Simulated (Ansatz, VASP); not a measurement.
## Two plane-wave programs on TiPt3

File POSCAR:

```
TiPt3
1.0
    3.9228086992      0.0000000000      0.0000000000
    0.0000000000      3.9228086992      0.0000000000
    0.0000000000      0.0000000000      3.9228086992
Ti Pt
1 3
Direct
    0.0000000000      0.0000000000      0.0000000000
    0.0000000000      0.5000000000      0.5000000000
    0.5000000000      0.0000000000      0.5000000000
    0.5000000000      0.5000000000      0.0000000000
```

The input INCAR.step1:

```
ALGO = Normal
EDIFF = 1E-4
ENCUT = 520
GGA = PE
ISMEAR = 1
LASPH = T
LCHARG = F
LREAL = F
LWAVE = T
NBANDS = 29
NELM = 80
PREC = Accurate
SIGMA = 0.1
```

Contents of INCAR.step2:

```
ALGO = Normal
EDIFF = 1E-7
ENCUT = 520
ISIF = 2
ISMEAR = 1
ISTART = 1
LASPH = T
LCHARG = F
LMIXTAU = T
LREAL = F
LWAVE = F
METAGGA = R2SCAN
NBANDS = 29
NELM = 80
PREC = Accurate
SIGMA = 0.1
```

The input KPOINTS:

```
k-points
0
Gamma
  6 6 6
```

Input for Ansatz:

```yaml
crystal:
  lattice:
    - [3.9228086991557602, 0.0, 0.0]
    - [0.0, 3.9228086991557602, 0.0]
    - [0.0, 0.0, 3.9228086991557602]
  atoms:
    - { symbol: Ti, position: [0.0, 0.0, 0.0] }
    - { symbol: Pt, position: [0.0, 0.5, 0.5] }
    - { symbol: Pt, position: [0.5, 0.0, 0.5] }
    - { symbol: Pt, position: [0.5, 0.5, 0.0] }
basis:
  ecutwfc: 550.0
kpoints:
  mp_grid:
    grid: [6, 6, 6]
hamiltonian:
  xc: r2scan
scf:
  occupations:
    method: cold
output:
  stress: true
```

Alike in both runs: task single point; functional r2SCAN; k mesh 6 × 6 × 6; no spin polarisation.

|  | VASP | Ansatz |
| --- | --- | --- |
| version | VASP 6.6.1 | Ansatz 0.2.0 |
| potentials or method | VASP PAW PBE potentials, release 64 (Ti_sv, Pt) | plane waves, PAW |
| plane-wave cutoff (eV) | 520 | 550 |
| occupations | methfessel-paxton of order 1, width 0.1 eV | cold |
| valence electrons in the cell | 42 | 66 |

|  | VASP | Ansatz | Ansatz less VASP |
| --- | --- | --- | --- |
| pressure (GPa) | 0.3 | -0.5 | -0.75 |

The two sets of potentials don't hold the same shells in valence.

Caveats: the PAW data sets were made with another functional, which shifts forces and pressure a little (VASP). The runs have no spin-orbit coupling, so splittings on Pt are missing.
